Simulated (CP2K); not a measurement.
# ZnSe (Stilleite) (F-43m) in CP2K: notebook, part 2 of 2

CP2K 2026.2.

### Step 6. Single point, PBE

Input file znse_scf.inp:

```
&GLOBAL
  PROJECT znse_scf
  RUN_TYPE ENERGY_FORCE
  PRINT_LEVEL LOW
&END GLOBAL
&FORCE_EVAL
  METHOD QS
  STRESS_TENSOR ANALYTICAL
  &DFT
    BASIS_SET_FILE_NAME BASIS_MOLOPT
    POTENTIAL_FILE_NAME POTENTIAL_UZH
    &MGRID
      CUTOFF 450
      REL_CUTOFF 60
      NGRIDS 5
    &END MGRID
    &QS
      METHOD GPW
      EPS_DEFAULT 1.0E-10
    &END QS
    &KPOINTS
      SCHEME MONKHORST-PACK 8 8 8
      GAMMA_CENTERED T
      SYMMETRY T
      SYMMETRY_BACKEND SPGLIB
    &END KPOINTS
    &SCF
      SCF_GUESS ATOMIC
      EPS_SCF 1.0E-6
      MAX_SCF 100
      ADDED_MOS 10
      CHOLESKY OFF
      EPS_EIGVAL 1.0E-7
      &DIAGONALIZATION ON
        ALGORITHM STANDARD
      &END DIAGONALIZATION
      &MIXING ON
        METHOD BROYDEN_MIXING
        ALPHA 0.4
        BETA 1.5
        NBUFFER 8
      &END MIXING
      &SMEAR ON
        METHOD FERMI_DIRAC
        ELECTRONIC_TEMPERATURE [K] 580.226
      &END SMEAR
    &END SCF
    &XC
      &XC_FUNCTIONAL PBE
      &END XC_FUNCTIONAL
    &END XC
    &PRINT
      &KPOINTS ON
      &END KPOINTS
      &MULLIKEN ON
      &END MULLIKEN
      &MO ON
        ENERGIES T
        OCCUPATION_NUMBERS T
        &EACH
          QS_SCF 0
        &END EACH
        ADD_LAST NUMERIC
      &END MO
      &LOWDIN ON
      &END LOWDIN
      &HIRSHFELD ON
        SHAPE_FUNCTION DENSITY
      &END HIRSHFELD
      &E_DENSITY_CUBE ON
        STRIDE 1
      &END E_DENSITY_CUBE
      &V_HARTREE_CUBE ON
        STRIDE 1
      &END V_HARTREE_CUBE
      &ELF_CUBE ON
        STRIDE 1
      &END ELF_CUBE
    &END PRINT
  &END DFT
  &SUBSYS
    &CELL
      ABC 4.0075983931 4.0075983930 4.0075983931
      ALPHA_BETA_GAMMA 60.0000000006 60.0000000006 60.0000000000
      PERIODIC XYZ
    &END CELL
    &COORD
      SCALED
      Se  0.7500000000 0.7500000000 0.7500000000
      Zn  0.0000000000 0.0000000000 0.0000000000
    &END COORD
    &KIND Se
      BASIS_SET DZVP-MOLOPT-SR-GTH-q6
      POTENTIAL GTH-PBE0-q6
    &END KIND
    &KIND Zn
      BASIS_SET DZVP-MOLOPT-SR-GTH-q12
      POTENTIAL GTH-PBE0-q12
    &END KIND
    &PRINT
      &ATOMIC_COORDINATES ON
      &END ATOMIC_COORDINATES
      &CELL ON
      &END CELL
    &END PRINT
  &END SUBSYS
  &PRINT
    &FORCES ON
    &END FORCES
    &STRESS_TENSOR ON
    &END STRESS_TENSOR
  &END PRINT
&END FORCE_EVAL
```

Potentials or basis: POTENTIAL_UZH Se GTH-PBE0-q6, Zn GTH-PBE0-q12; DZVP-MOLOPT-SR-GTH basis.

The run is started by

```
$ OMP_NUM_THREADS=1 cp2k.psmp -i znse_scf.inp -o znse_scf.out
```

Run time: 23 s. Hardware: 1 thread of Arm Neoverse V2, shared host; peak memory 0.27 GiB.

The run converged. Its results:

```
Free energy            : -1937.4256 eV
Pressure               : 3.8 GPa
Band gap on the k mesh : 1.53 eV, direct
Mulliken charges       : Se -0.21; Zn +0.21 e
Hirshfeld charges      : Se -0.22; Zn +0.22 e
```

Levels at points of the mesh, in eV from the valence-band top:
```
           k point  band 5  band 6  band 7  band 8  band 9  band 10  band 11  band 12  band 13  band 14
(0.00, 0.00, 0.00)   -7.13   -7.13    0.00    0.00    0.00     1.53     6.16     6.16     6.16    12.32
(0.00, 0.00, 0.50)   -7.12   -6.96   -5.02   -0.80   -0.80     2.82     6.69     6.69     9.00    13.29
(0.00, 0.50, 0.50)   -7.09   -6.92   -4.68   -2.05   -2.05     3.14     3.80    11.55    11.83    11.83
```

Caveat: Mulliken charges move with the basis; the basis of atomic orbitals isn't converged, which shifts pressures, moduli and gaps.

### Step 7. Overview

| potentials or basis | gap on the mesh (eV) | pressure (GPa) |
| --- | --- | --- |
| GTH_POTENTIALS Se GTH-PBE-q6, Zn GTH-PBE-q12; DZVP-MOLOPT-SR-GTH basis | 1.30 | 2.8 |
| GTH_POTENTIALS Se GTH-PADE-q6, Zn GTH-PADE-q12; DZVP-MOLOPT-SR-GTH basis | 1.37 | 1.4 |
| GTH_POTENTIALS Se GTH-BLYP-q6, Zn GTH-BLYP-q12; DZVP-MOLOPT-SR-GTH basis | 1.22 | 2.3 |
| POTENTIAL_UZH Se GTH-SCAN-q6, Zn GTH-SCAN-q12; DZVP-MOLOPT-SR-GTH basis | 1.51 | 2.7 |
| POTENTIAL_UZH Se GTH-PBE0-q6, Zn GTH-PBE0-q12; DZVP-MOLOPT-SR-GTH basis | 1.53 | 3.8 |

Alike in all rows: task single point; level PBE; no spin polarisation; cell as given; k mesh 8 × 8 × 8; smearing fermi-dirac 0.05 eV.

Caveats: the basis of atomic orbitals isn't converged, which shifts pressures, moduli and gaps; the potentials were made for another functional, which shifts forces and pressure (some runs).

Absolute energies hang on the potentials; compare differences alone.

### Step 8. Against experiment

Step 2. A measured gap of ZnSe is 2.695 eV (an exciton energy, a little under the gap; 300 K; “Alloy Disordering Effects on the Thermal Conductivity and Energy Gap Temperature Dependence of Cd1−xZnxSe Ternary Crystals Grown by the Bridgman Method”, 2023, pmc:10253836); the calculated 1.30 eV misses it by -1.39 eV. So large a miss can be the level of theory's own, or it may mean another phase, state or a wrong row. Spin-orbit coupling on Se is left out. The value is that of PBE in an atomic basis (GTH_POTENTIALS Se GTH-PBE-q6, Zn GTH-PBE-q12; DZVP-MOLOPT-SR-GTH basis), whose error adds to the functional's,, without temperature or zero-point motion. Semilocal functionals fall short of measured gaps as a rule.

Step 3. Measured gap of ZnSe: 2.695 eV (an exciton energy, a little under the gap; 300 K; “Alloy Disordering Effects on the Thermal Conductivity and Energy Gap Temperature Dependence of Cd1−xZnxSe Ternary Crystals Grown by the Bridgman Method”, 2023, pmc:10253836). This calculation gives 1.37 eV (-1.32 eV). Spin-orbit coupling on Se is left out. The value is that of PBE in an atomic basis (GTH_POTENTIALS Se GTH-PADE-q6, Zn GTH-PADE-q12; DZVP-MOLOPT-SR-GTH basis), whose error adds to the functional's,, without temperature or zero-point motion. Semilocal functionals fall short of measured gaps as a rule.

Step 4. Measured gap of ZnSe: 2.695 eV (an exciton energy, a little under the gap; 300 K; “Alloy Disordering Effects on the Thermal Conductivity and Energy Gap Temperature Dependence of Cd1−xZnxSe Ternary Crystals Grown by the Bridgman Method”, 2023, pmc:10253836). This calculation gives 1.22 eV (-1.47 eV). So large a miss can be the level of theory's own, or it may mean another phase, state or a wrong row. Spin-orbit coupling on Se is left out. The value is that of PBE in an atomic basis (GTH_POTENTIALS Se GTH-BLYP-q6, Zn GTH-BLYP-q12; DZVP-MOLOPT-SR-GTH basis), whose error adds to the functional's,, without temperature or zero-point motion. Semilocal functionals fall short of measured gaps as a rule.

Step 5. Against the measured gap of ZnSe, 2.695 eV (an exciton energy, a little under the gap; 300 K; “Alloy Disordering Effects on the Thermal Conductivity and Energy Gap Temperature Dependence of Cd1−xZnxSe Ternary Crystals Grown by the Bridgman Method”, 2023, pmc:10253836), the calculated 1.51 eV is off by -1.19 eV. Spin-orbit coupling on Se is left out. The value is that of PBE in an atomic basis (POTENTIAL_UZH Se GTH-SCAN-q6, Zn GTH-SCAN-q12; DZVP-MOLOPT-SR-GTH basis), whose error adds to the functional's,, without temperature or zero-point motion. Semilocal functionals fall short of measured gaps as a rule.

Step 6. Measured gap of ZnSe: 2.695 eV (an exciton energy, a little under the gap; 300 K; “Alloy Disordering Effects on the Thermal Conductivity and Energy Gap Temperature Dependence of Cd1−xZnxSe Ternary Crystals Grown by the Bridgman Method”, 2023, pmc:10253836). This calculation gives 1.53 eV (-1.17 eV). Spin-orbit coupling on Se is left out. The value is that of PBE in an atomic basis (POTENTIAL_UZH Se GTH-PBE0-q6, Zn GTH-PBE0-q12; DZVP-MOLOPT-SR-GTH basis), whose error adds to the functional's,, without temperature or zero-point motion. Semilocal functionals fall short of measured gaps as a rule.
